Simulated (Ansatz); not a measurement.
# BP (F-43m) in Ansatz: a series of runs

One crystal, BP, is run at these levels: PBE, PBEsol, revPBE+D4, revPBE; tasks: single point, relaxation of cell and atoms.

All numbers are computed with Ansatz 0.2.0; they aren't measurements. Logs are shortened: lines on timing, memory, paths and dates and some standing lists are left out, and cuts for length are marked.

## (1) Starting point

Symmetry: F-43m, No. 216, cubic system. The conventional cell has a = 4.538 Å, b = 4.538 Å, c = 4.538 Å, α = 90.00°, β = 90.00°, γ = 90.00°. P (site symmetry -43m) is surrounded by 4 B at 1.97 Å. B (site symmetry -43m) is surrounded by 4 P at 1.97 Å.

## (2) Single point, PBE

Input file input.yaml:

```yaml
crystal:
  lattice:
    - [0.0, 2.269, 2.269]
    - [2.269, 0.0, 2.269]
    - [2.269, 2.269, 0.0]
  atoms:
    - { symbol: P, position: [0.75, 0.75, 0.75] }
    - { symbol: B, position: [0.0, 0.0, 0.0] }
kpoints:
  mp_grid: { grid: [10, 10, 10] }
scf:
  occupations: { method: gaussian, width: 0.026 }
hamiltonian:
  xc: pbe
  pseudopotentials: { kind: all_electron, lapw: { basis_error: 0.001 } }
output:
  forces: true
  stress: true
  eigenvalues: true
```

Potentials or basis: all-electron LAPW, scalar-relativistic.

On the command line:

```sh
$ ansatz run input.yaml --threads 1 --pin off --max-ram 3072MiB --backend cpu --events-out ev --progress --plain --runs-dir out
```

What it wrote:

```text
Warning: RAYON_NUM_THREADS=1 ignored (pool sized by the plan → 1); use --threads N
LAPW: plane waves up to 8.585 Å⁻¹, error target 1.0e-3 eV per atom; small_component_spin mean_spin; B in spheres of 0.908 Å, 5 of its electrons in bands, Dirac shells []; P in spheres of 1.057 Å, 13 of its electrons in bands, Dirac shells [] (how accurate: hamiltonian.pseudopotentials.lapw.basis_error, Limitations)
Engine: ansatz 0.2.0, aarch64-unknown-linux-gnu
Pseudopotentials: kind: all_electron
Pseudopotential: P, LAPW, valence charge 13, lapw/all_electron/scalar/gaussian/P, Koelling and Harmon's equation, gaussian nucleus
Pseudopotential: B, LAPW, valence charge 5, lapw/all_electron/scalar/gaussian/B, Koelling and Harmon's equation, gaussian nucleus
Functional definition: PBE
  parameter kappa = 0.804
  parameter beta = 0.06672455060314922
  exchange = pbe_x(kappa = kappa, mu = beta*pi^2/3)
  correlation = pbe_c(beta = beta)
Crystal: 2 atoms, lattice volume = 23.363 Å³
Basis set: ecut = 280.78575587466014 eV, 259 PW (Γ), exchange–correlation at level 2
Bands: 13, of which v1, the nominal top of the filled ones, is band 9 counted from 1 (8 counted from 0)
Symmetry: 24 space group operations
Space group: F-43m (ITA 216), of the structure as read, at distance tolerance 2.9e-5 Å
k-points: 47 of 1000 (time reversal used)
Non-local potential: P, projectors of the file, none
Non-local potential: B, projectors of the file, none
Initial density: superposition of atomic densities (chi_scale 0.1, normalization cell, long waves kept (reshape's long-wave potential 0.00 eV rms))
Initial wavefunctions: plane waves of lowest kinetic energy (no species holds an atomic orbital)
Functional: x = pbe(κ = 0.804, μ = 0.2195149727645171), c = pbe(β = 0.06672455060314922)
iter 1 solved again at ethr=1.07e-2 eV; its pass at ethr=1.00e-1 eV (dr2=1.92e0 eV) is discarded
SCF iter   1: F=—  HF=-9986.693827 eV  |F-HF|=—  |Δ(HF+E_count)|=         —  Δρ=8.58e-2  dr2=1.93e0  ethr=1.07e-2  ⟨swp⟩=2.0  Hψ=4531  notcnv=0
preconditioner: auto → none  [insulator: Δε(μ)=1.921 eV  Ē_g=12.925 eV  σ=0.026 eV  W_gap=1.00  n_scr=8 (ndim 8)  ℏωp=21.7 eV  f_vac=0.000  D(μ)=0.00/eV (n_scr^D=0)  ε∞_Penn≈3.8]
iter 2 solved again at ethr=8.48e-4 eV; its pass at ethr=1.07e-2 eV (dr2=1.53e-1 eV) is discarded
SCF iter   2: F=—  HF=-9986.060890 eV  |F-HF|=—  |Δ(HF+E_count)|=   6.33e-1  Δρ=2.78e-2  dr2=1.53e-1  ethr=8.48e-4  ⟨swp⟩=2.0  Hψ=3265  notcnv=0
SCF iter   3: F=—  HF=-9986.023841 eV  |F-HF|=—  |Δ(HF+E_count)|=         —  Δρ=1.10e-2  dr2=2.07e-2  ethr=8.48e-4  ⟨swp⟩=2.0  Hψ=1685  notcnv=0
the basis was enlarged: its passes take 161.9 KiB over the memory plan, 1 of 1 planned eigensolver slots
SCF iter   4: F=—  HF=-9986.021129 eV  |F-HF|=—  |Δ(HF+E_count)|=   2.71e-3  Δρ=1.31e-3  dr2=1.75e-4  ethr=1.15e-4  ⟨swp⟩=2.4  Hψ=1715  notcnv=0
SCF iter   5: F=—  HF=-9986.021241 eV  |F-HF|=—  |Δ(HF+E_count)|=   1.12e-4  Δρ=1.48e-4  dr2=2.86e-6  ethr=9.70e-7  ⟨swp⟩=2.7  Hψ=1568  notcnv=0
SCF iter   6: F=-9986.021244 eV  HF=-9986.021244 eV  |F-HF|=8.07e-8  |Δ(HF+E_count)|=   3.51e-6  Δρ=1.62e-5  dr2=3.25e-8  ethr=1.59e-8  ⟨swp⟩=3.0  Hψ=1651  notcnv=0
SCF 1 converged in 6 iterations: F = -9986.021244 eV  dr2 = 3.25e-8
SCF converged after 6 iterations
Free energy (F): -9986.021244 eV
Harris-Foulkes:  -9986.021244 eV  (|F-HF|=8.07e-8)
Internal energy: -9986.021244 eV  (E = F + TS)
E sigma→0 (E₀):  -9986.021244 eV
Fermi energy:    10.822603 eV
--- Per-component energies (eV) ---
  E_band       = -1264.063948
  E_kinetic    = 10016.164252
  E_xc         = -743.633231
  E_electrostatic = -19258.552265  (all electrons and nuclei)
  E_smearing   = -0.000000  (= −TS)
  E_closure    = 0.000000  (closes the sum)
  E_atoms      = -9973.111326  (free atoms, spherical and without spin; not in F)
  Σ components = -9986.021244   (vs F -9986.021244, Δ=0.00e0)
  Basis errors (estimates in eV, not in F): energy 6.2e-4 per atom: plane waves 6.0e-4 (3.6e-4 summed), levels above the bands 0.0e0, relativity 9.0e-9, radial functions 2.7e-5, core shells 2.8e-13; eigenvalues (radial functions only) 3.0e-6; not estimated: angular momenta, meshes, grids; target (lapw.basis_error) 1.0e-3; muffin-tin radii B 0.908 Å, P 1.057 Å
--- Forces (eV/Å), atoms counted from 1 ---
  atom   1  P      0.00000000    -0.00000000     0.00000000
  atom   2  B     -0.00000000    -0.00000000     0.00000000
  max |Σ_I F_I| component: 4.63e-17 eV/Å
--- Stress (GPa, compression-positive) ---
        1.091154      -0.000000      -0.000000
       -0.000000       1.091154       0.000000
       -0.000000       0.000000       1.091154
  P = ⅓ Tr σ = 1.0912 GPa (10.912 kbar)
--- Band table (eV; the first three rows and the last of 47) ---
  k-point 0: bands = ["-162.7710", "-158.1671", "-108.6434", "-108.6434", "-108.6434", "-5.2573", "10.1997", "10.1997", "10.1997", "13.6067", "13.6067", "13.6067", "17.5790"]
  k-point 1: bands = ["-162.7710", "-158.1671", "-108.6434", "-108.6434", "-108.6434", "-5.0771", "8.9003", "9.9058", "9.9058", "14.0133", "14.0133", "14.0396", "18.1007"]
  k-point 2: bands = ["-162.7710", "-158.1671", "-108.6434", "-108.6434", "-108.6434", "-4.5436", "6.5601", "9.3477", "9.3477", "14.2347", "14.7304", "14.7304", "19.2738"]
  k-point 46: bands = ["-162.7710", "-158.1671", "-108.6435", "-108.6435", "-108.6435", "-0.1593", "2.0781", "4.6749", "4.8442", "14.8061", "15.6102", "18.4305", "18.8747"]
```

Run time: 5.3 s. Hardware: 1 thread of Arm Neoverse V2, shared host; peak memory 0.22 GiB.

Results:

```yaml
Free_energy: -9986.0212 eV
Pressure: 1.1 GPa
Band_gap_on_the_k_mesh: 1.25 eV, indirect (least direct gap 3.41 eV)
```

## (3) Single point, PBEsol

input.yaml, as its differences from that of step 2:

```diff
@@ -11,5 +11,5 @@
 scf:
-  occupations: { method: gaussian, width: 0.026 }
+  occupations: { method: gaussian, width: 0.1 }
 hamiltonian:
-  xc: pbe
+  xc: pbesol
   pseudopotentials: { kind: all_electron, lapw: { basis_error: 0.001 } }
```

Potentials or basis: all-electron LAPW, scalar-relativistic.

On the command line:

```sh
$ ansatz run input.yaml --threads 1 --pin off --max-ram 3072MiB --backend cpu --events-out ev --progress --plain --runs-dir out
```

Wall time 5.4 s (1 thread of Arm Neoverse V2, shared host); peak memory 0.22 GiB.

It converged, with:

* Free energy: -9967.1775 eV
* Pressure: -2.0 GPa
* Band gap on the k mesh: 1.14 eV, indirect (least direct gap 3.37 eV)

Levels at points of the mesh, in eV from the valence-band top:
```tsv
k point	band 6	band 7	band 8	band 9	band 10	band 11	band 12	band 13
(0.00, 0.00, 0.00)	-15.49	0.00	0.00	0.00	3.37	3.37	3.37	7.35
(0.00, 0.00, -0.50)	-12.14	-9.08	-1.76	-1.76	3.73	4.65	4.65	9.94
(0.00, -0.50, -0.50)	-10.61	-8.59	-4.14	-4.14	1.23	1.52	12.04	12.04
```

## (4) Relaxation of cell and atoms, revPBE+D4

input.yaml, as its differences from that of step 3:

```diff
@@ -11,5 +11,6 @@
 scf:
-  occupations: { method: gaussian, width: 0.1 }
+  occupations: { method: fermi_dirac, width: 0.05 }
 hamiltonian:
-  xc: pbesol
+  xc: revpbe
+  dispersion: d4
   pseudopotentials: { kind: all_electron, lapw: { basis_error: 0.001 } }
@@ -18,2 +19,5 @@
   stress: true
-  eigenvalues: true
+relax:
+  f_tol: 0.02
+  max_steps: 60
+  cell: {}
```

On the command line:

```sh
$ ansatz run input.yaml --threads 1 --pin off --max-ram 3072MiB --backend cpu --events-out ev --progress --plain --runs-dir out
```

Run time: 16 s. Hardware: 1 thread of Arm Neoverse V2, shared host; peak memory 0.23 GiB.

Results (log left out):

- Free energy: -9990.5786 eV
- Relaxed volume: 11.16 Å³/atom
- Relaxed cell: a = 3.160 Å, b = 3.160 Å, c = 3.160 Å, α = 60.00°, β = 60.00°, γ = 60.00°
- Space group after relaxing (to 0.05 Å): F-43m (No. 216)
- Energy gained by relaxing: 12.6 meV/atom
- Ionic steps: 5
- Pressure after relaxing: 0.0 GPa
- Band gap on the k mesh: 1.19 eV

Step by step:
```csv
step,energy change (eV),largest force (eV/Å),volume (Å³)
1,0.0000,0.0000,23.36
2,-0.0198,0.0000,22.79
3,-0.0251,0.0000,22.28
4,-0.0251,0.0000,22.32
5,-0.0251,0.0000,22.32
```

Final structure:
```yaml
crystal:
  lattice:
    - [0.00000, 2.23463, 2.23463]
    - [2.23463, 0.00000, 2.23463]
    - [2.23463, 2.23463, 0.00000]
  atoms:
    - { symbol: P, position: [0.75000, 0.75000, 0.75000] }
    - { symbol: B, position: [0.00000, 0.00000, 0.00000] }
```

## (5) Relaxation of cell and atoms, revPBE

input.yaml, as its differences from that of step 4:

```diff
@@ -14,3 +14,2 @@
   xc: revpbe
-  dispersion: d4
   pseudopotentials: { kind: all_electron, lapw: { basis_error: 0.001 } }
```

On the command line:

```sh
$ ansatz run input.yaml --threads 1 --pin off --max-ram 3072MiB --backend cpu --events-out ev --progress --plain --runs-dir out
```

Run time: 13 s. Hardware: 1 thread of Arm Neoverse V2, shared host; peak memory 0.23 GiB.

The run converged. Its results:

- Free energy: -9989.1330 eV
- Relaxed volume: 11.91 Å³/atom
- Relaxed cell: a = 3.230 Å, b = 3.230 Å, c = 3.230 Å, α = 60.00°, β = 60.00°, γ = 60.00°
- Space group after relaxing (to 0.05 Å): F-43m (No. 216)
- Energy gained by relaxing: 2.3 meV/atom
- Ionic steps: 4
- Pressure after relaxing: 0.0 GPa
- Band gap on the k mesh: 1.29 eV

Step by step:
| step | energy change (eV) | largest force (eV/Å) | volume (Å³) |
| --- | --- | --- | --- |
| 1 | 0.0000 | 0.0000 | 23.36 |
| 2 | -0.0037 | 0.0000 | 23.62 |
| 3 | -0.0046 | 0.0000 | 23.83 |
| 4 | -0.0046 | 0.0000 | 23.83 |

Final structure:
```
P B
1.0
     0.00000    2.28387    2.28387
     2.28387    0.00000    2.28387
     2.28387    2.28387    0.00000
P B
1 1
Direct
  0.75000 0.75000 0.75000
  0.00000 0.00000 0.00000
```

A k mesh can miss the band edges. Zero-point motion and thermal expansion aren't in these numbers.

## (6) The runs side by side

```csv
task,level,cell,cutoff (eV),smearing,gap on the mesh (eV),pressure (GPa),relaxed volume (Å³/atom)
single point,PBE,as given,281,gaussian 0.026 eV,1.25,1.1,-
single point,PBEsol,as given,281,gaussian 0.1 eV,1.14,-2.0,-
relaxation of cell and atoms,revPBE+D4,relaxed,-,fermi-dirac 0.05 eV,1.19,0.0,11.16
relaxation of cell and atoms,revPBE,relaxed,-,fermi-dirac 0.05 eV,1.29,0.0,11.91
```

Alike in all rows: potentials or basis all-electron LAPW, scalar-relativistic; no spin polarisation; k mesh 10 × 10 × 10; basis error allowed 0.001 eV/atom.

Compare energies only between runs with the same functional and basis.
